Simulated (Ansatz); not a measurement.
A plane-wave DFT run in Ansatz 0.2.0 (scalar-relativistic PAW potentials unless the input names others): input and command.

```yaml
crystal:
  lattice:
    - [0.0, 2.60521, 2.94502]
    - [2.60521, 0.0, 2.94502]
    - [2.60521, 2.60521, 0.0]
  atoms:
    - { symbol: Na, position: [0.0, 0.0, 0.0] }
    - { symbol: Cl, position: [0.5, 0.5, 0.5] }
basis:
  ecutwfc: 420
kpoints:
  mp_grid: { grid: [8, 8, 8] }
hamiltonian:
  xc: pbesol
scf:
  occupations: { method: gaussian, width: 0.05 }
  mixing: { preconditioner: kerker_dos }
  convergence: { dr2_threshold: 1.0e-05 }
output:
  forces: true
  eigenvalues: true
  stress: true
```

```bash
ansatz run input.yaml --threads 1 --pin off --max-ram 1228MiB --backend cpu --events-out ev --progress --plain --runs-dir out
```

Abridged log:
```
Warning: scf.convergence.dr2_threshold = 1e-5 eV is looser than this run's default, which is 1e-7 eV or tighter. The error in the forces grows as the threshold's square root, so leave the key out unless less accurate forces are enough
Warning: output.stress: scf.convergence.dr2_threshold = 1e-5 eV is looser than the 2e-10 eV advised for a printed stress (1e-10 eV for each atom of the cell: 2). ...
Pseudopotentials: kind: paw
Pseudopotential: Na, paw, valence charge 9, recommended cutoff 420 eV (normal)
Pseudopotential: Cl, paw, valence charge 7, recommended cutoff 420 eV (normal)
Functional definition: PBEsol
Crystal: 2 atoms, lattice volume = 39.976 Å³
Basis set: ecut = 420 eV, 789 PW (Γ), exchange–correlation on 54×54×50 points (8 copies of the dense FFT grid, shifted against one another)
Bands: 12, of which v1, the nominal top of the filled ones, is band 8 counted from 1 (7 counted from 0)
Symmetry: 16 space group operations
Space group: I4/mmm (ITA 139), of the structure as read, at distance tolerance 3.4e-5 Å
k-points: 59 of 512
Initial density: superposition of atomic densities (neutral atoms: chi_scale 0, normalization atom), corrected by the library's trained network
Initial wavefunctions: pseudopotential atomic-orbital guess
Functional: x = pbesol(κ = 0.804, μ = 0.12345679), c = pbesol(β = 0.046)
SCF iter   1: F=—  HF=-2540.174985 eV  |F-HF|=—  |Δ(HF+E_count)|=         —  Δρ=3.25e-3  dr2=4.36e-3  ethr=1.77e-3  ⟨swp⟩=5.7  Hψ=4080  notcnv=0
SCF iter   2: F=—  HF=-2540.172085 eV  |F-HF|=—  |Δ(HF+E_count)|=   2.90e-3  Δρ=1.53e-3  dr2=1.21e-3  ethr=2.72e-5  ⟨swp⟩=2.8  Hψ=1609  notcnv=0
SCF iter   3: F=—  HF=-2540.172107 eV  |F-HF|=—  |Δ(HF+E_count)|=   2.13e-5  Δρ=1.21e-3  dr2=8.22e-4  ethr=7.58e-6  ⟨swp⟩=2.0  Hψ=984  notcnv=0
SCF iter   4: F=—  HF=-2540.171833 eV  |F-HF|=—  |Δ(HF+E_count)|=   2.74e-4  Δρ=3.97e-4  dr2=8.27e-5  ethr=5.14e-6  ⟨swp⟩=2.0  Hψ=850  notcnv=0
SCF iter   5: F=-2540.171804 eV  HF=-2540.171804 eV  |F-HF|=1.81e-7  |Δ(HF+E_count)|=   2.89e-5  Δρ=2.61e-5  dr2=4.36e-7  ethr=5.17e-7  ⟨swp⟩=2.0  Hψ=944  notcnv=0
SCF iter   6: F=-2540.171804 eV  HF=-2540.171804 eV  |F-HF|=3.60e-8  |Δ(HF+E_count)|=   2.50e-8  Δρ=1.00e-5  dr2=6.52e-8  ethr=2.72e-9  ⟨swp⟩=1.9  Hψ=1994  notcnv=0
SCF 1 converged in 6 iterations: F = -2540.171804 eV  dr2 = 6.52e-8
SCF converged after 6 iterations
Free energy (F): -2540.171804 eV
Harris-Foulkes:  -2540.171804 eV  (|F-HF|=3.60e-8)
Internal energy: -2540.171804 eV  (E = F + TS)
E sigma→0 (E₀):  -2540.171804 eV
Fermi energy:    4.673807 eV
--- Forces (eV/Å), atoms counted from 1 ---
  atom   1  Na     0.00000000     0.00000000     0.00000000
  atom   2  Cl     0.00000000     0.00000000     0.00000000
--- Stress (GPa, compression-positive) ---
        6.851544       0.000000       0.000000
        0.000000       6.851544       0.000000
        0.000000       0.000000      -0.712611
  P = ⅓ Tr σ = 4.3302 GPa (43.302 kbar)
```

Apart from outputs and empty bands, the input differs from a reference run on usual settings in scf.mixing.preconditioner: not typed → "kerker_dos"; scf.convergence.dr2_threshold: not typed → 1e-05. The reference, at the same geometry (not necessarily relaxed), gave pressure 4.33 GPa, largest force 0.000 eV/Å, gap on the mesh 5.38 eV. This run converged in 6 SCF iterations (reference: 6) with an energy at zero smearing within 0.01 meV/atom of the reference's, pressure 4.33 GPa, largest force 0.000 eV/Å, gap on the mesh 5.38 eV.

The SCF went on to a residual of 6.5e-08 eV, far under the typed threshold, which therefore didn't bind.